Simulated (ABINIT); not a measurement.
The system is GaAs.

```xyz
2
Lattice="0.0000 2.8268 2.8268 2.8268 0.0000 2.8268 2.8268 2.8268 0.0000" Properties=species:S:1:pos:R:3 pbc="T T T"
As    4.2403    4.2403    4.2403
Ga    0.0000    0.0000    0.0000
```

Base run:

```yaml
Program: ABINIT 10.8.3 (patched build)
Functional: PW91
Potentials_or_basis: JTH PAW PBE v2.0
Cutoff: 463 eV
k_mesh: 8 × 8 × 8
Occupations: fermi-dirac, width 0.05 eV
Spin: no spin polarisation
```

Its results: band gap on the k mesh 0.45 eV, direct; pressure 3.0 GPa.

After a change of settings the same cell gave: band gap on the k mesh 0.28 eV, direct; pressure -2.1 GPa. Which change was it?
A. functional from PW91 to LDA-VWN; potentials or basis from JTH PAW PBE v2.0 to JTH PAW LDA v2.0
B. functional from PW91 to PBEsol; k mesh from 8 × 8 × 8 to 10 × 10 × 10
C. functional from PW91 to RPBE; potentials or basis from JTH PAW PBE v2.0 to JTH PAW PBE v2.0 sp; valence electrons from 28 to 18
D. functional from PW91 to PBEsol; k mesh from 8 × 8 × 8 to 3 × 3 × 3

A.

Caveats: the PAW data sets were made with another functional, which shifts forces and pressure a little (some runs).
